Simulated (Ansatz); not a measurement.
**KF (Carobbiite) in Ansatz: the effect of strain**

Crystal: KF (Carobbiite).

```
CELL_PARAMETERS angstrom
0.00000 2.67185 2.67185
2.72529 0.00000 2.67185
2.72529 2.67185 0.00000
ATOMIC_POSITIONS crystal
K 0.00000 0.00000 0.00000
F 0.50000 0.50000 0.50000
```

The cell isn't the ideal one: strained by +2 %.

Alike in all runs:

| Quantity | Value |
| --- | --- |
| Program | Ansatz 0.2.0 |
| Task | relaxation of the atoms |
| Functional | PBE |
| Potentials or basis | Ansatz PAW |
| Cutoff | 420 eV (not typed: the program's choice for these potentials) |
| k mesh | 9 × 9 × 9 |
| Occupations | fermi-dirac, width 0.05 eV |
| Spin | no spin polarisation |

Each run relaxes the cell or the atoms first.

```tsv
strain	gap on the mesh (eV)	pressure (GPa)
0.02	6.07	0.7
-0.04	?	?
-0.02	6.26	2.2
0.04	5.96	0.2
-0.01	6.22	1.8
```

Question: What does the run with strain -0.04 give?

Answer: gap on the mesh 6.34 eV; pressure 3.1 GPa.

Worked out: A straight line through the other rows of the gap on the mesh, of slope -5.02 eV per unit of strain, extrapolates to 6.37 eV, against the run's 6.34. A parabola through the other rows of the pressure, of slope -53 GPa per unit of strain there, extrapolates to 3.2 GPa, against the run's 3.1.

Caveats: the relaxation stopped at its first step, so nothing moved; odd divisions of the mesh miss points on the zone boundary, where band edges often lie, so the gap on the mesh can be too wide; the thresholds are loose for stress.

A k mesh can miss the band edges.
